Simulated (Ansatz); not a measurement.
**Cold compression of HfN (CsCl type)**

```
CELL_PARAMETERS angstrom
2.82512 0.00000 0.00000
0.00000 2.82512 0.00000
0.00000 0.00000 2.82512
ATOMIC_POSITIONS crystal
Hf 0.00000 0.00000 0.00000
N 0.50000 0.50000 0.50000
```

The cell comes from a relaxation on PAW files under the same functional, begun from a prototype that needn't be the stable phase.

Its volume is scaled at fixed shape and fractional positions.

Computed with Ansatz 0.2.0; functional PBE, scalar-relativistic. Settings: a Γ-centred 14×14×14 k mesh, Fermi–Dirac smearing of 0.05 eV, no spin polarisation. Methods: LAPW: all electrons, basis error target 1 meV/atom; PAW: frozen-core files, cutoff 420 eV; crystal datasets: all electrons, by PAW datasets that the program makes for each cell; norm-conserving: pseudopotentials, cutoff 1240 eV; PAW (cutoff 300 eV): frozen-core files, cutoff 300 eV.

Energies are extrapolated to zero smearing and count from the unscaled cell; pressure is positive in compression; gaps take the mesh and a band path. No temperature or zero-point motion is included.

Spin–orbit coupling is left out, which matters for the heavy atoms.

```json
{"V/V0": "1.00", "V (Å³/atom)": "11.27", "P LAPW (GPa)": "0.13", "ΔE LAPW (eV/atom)": "0.000", "P PAW − LAPW (GPa)": "-0.13", "ΔE PAW − LAPW (meV/atom)": "0.0"}
{"V/V0": "0.94", "V (Å³/atom)": "10.60", "P LAPW (GPa)": "16.64", "ΔE LAPW (eV/atom)": "0.033", "P PAW − LAPW (GPa)": "-0.14", "ΔE PAW − LAPW (meV/atom)": "-0.6"}
{"V/V0": "0.88", "V (Å³/atom)": "9.92", "P LAPW (GPa)": "39.4", "ΔE LAPW (eV/atom)": "0.149", "P PAW − LAPW (GPa)": "-0.17", "ΔE PAW − LAPW (meV/atom)": "-1.2"}
{"V/V0": "0.80", "V (Å³/atom)": "9.02", "P LAPW (GPa)": "84.2", "ΔE LAPW (eV/atom)": "0.487", "P PAW − LAPW (GPa)": "-0.22", "ΔE PAW − LAPW (meV/atom)": "-2.3"}
{"V/V0": "0.72", "V (Å³/atom)": "8.12", "P LAPW (GPa)": "155.1", "ΔE LAPW (eV/atom)": "1.144", "P PAW − LAPW (GPa)": "-0.31", "ΔE PAW − LAPW (meV/atom)": "-3.7"}
{"V/V0": "0.64", "V (Å³/atom)": "7.22", "P LAPW (GPa)": "?", "ΔE LAPW (eV/atom)": "?", "P PAW − LAPW (GPa)": "?", "ΔE PAW − LAPW (meV/atom)": "?"}
{"V/V0": "0.55", "V (Å³/atom)": "6.20", "P LAPW (GPa)": "499.5", "ΔE LAPW (eV/atom)": "4.678", "P PAW − LAPW (GPa)": "-1.37", "ΔE PAW − LAPW (meV/atom)": "-12.2"}
```

Question: Fit the Vinet equation to the LAPW pressures shown (residuals weighted by 1/(|P| + 0.03·Pmax)), and predict the pressure of the withheld row.

Answer: The fit gives V0 = 11.28 Å³/atom, B0 = 227 GPa and B0′ = 4.67. At 7.22 Å³/atom, x = (V/V0)^(1/3) = 0.8616, and P = 3·B0·(1 − x)/x²·exp[1.5·(B0′ − 1)·(1 − x)] = 272.3 GPa. The run itself gave 270.5 GPa (+0.7 % off) and ΔE = 2.315 eV/atom.

Question: At the smallest volume, how far do crystal datasets and norm-conserving and PAW (cutoff 300 eV) lie from LAPW in pressure?

Answer: crystal datasets: 0.00 GPa; norm-conserving: +0.39 GPa; PAW (cutoff 300 eV): +13.96 GPa, on a LAPW pressure of 499.5 GPa.

Question: How do the Löwdin populations by LAPW change from the unscaled cell to the last row?

Answer: Hf 5s 1.94 → 1.83, Hf 6s 0.47 → 0.39, Hf 5p 5.96 → 5.87, Hf 5d 2.90 → 3.50, N 2s 1.53 → 1.25 electrons an atom. These are projections on the shells that the free atoms fill; 0.05 e a cell lies outside them at the start and 0.05 e at the end.
